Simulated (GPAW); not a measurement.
Runs of GPAW 26.7.0 on Sn. The structure is orthorhombic, space group Immm (No. 71). Conventional cell: a = 3.453 Å, b = 3.551 Å, c = 4.677 Å, α = 90.00°, β = 90.00°, γ = 90.00°. Around Sn (site symmetry mmm) lie 12 Sn at 3.41 to 3.55 Å. This isn't the form of Sn at room conditions, which is tetragonal (white tin).

```csv
task,level,potentials or basis,series job,gap on the mesh (eV),pressure (GPa)
Fermi surface,LDA,"the program's PAW data sets (release 1.2.1) made for this functional, pw",-,none,(b)
Fermi surface,PBE,"GPAW PAW data sets (gpaw-data 1.2.1), pw",-,none,-1.6
Fermi surface,revPBE,"the program's PAW data sets (release 1.2.1) made for this functional, pw",-,none,-0.7
Fermi surface,RPBE,"the program's PAW data sets (release 1.2.1) made for this functional, pw",-,none,-0.3
Fermi surface,r2SCAN,"GPAW PAW data sets (gpaw-data 1.2.1), pw",-,none,-2.7
Fermi surface,AM05,"PAW data sets generated in the run's folder for this functional, pw",-,none,-4.2
Fermi surface,WC,"PAW data sets generated in the run's folder for this functional, pw",-,none,(a)
```

Alike in all rows: no spin polarisation; cell as given; k mesh 11 × 11 × 11; cutoff (eV) 510; smearing fermi-dirac 0.05 eV.

Problem. Estimate the missing entries.

Solution. (a) -4.0; (b) -5.4.

Caveats: the cutoff is short for stress and forces, so pressures can be off by a GPa or more; the PAW data sets were made with another functional, which shifts forces and pressure a little (some runs).

A k mesh can miss the band edges, and the runs leave out spin-orbit coupling on Sn.

A gap of «none» marks a metal or a gap under the smearing width.
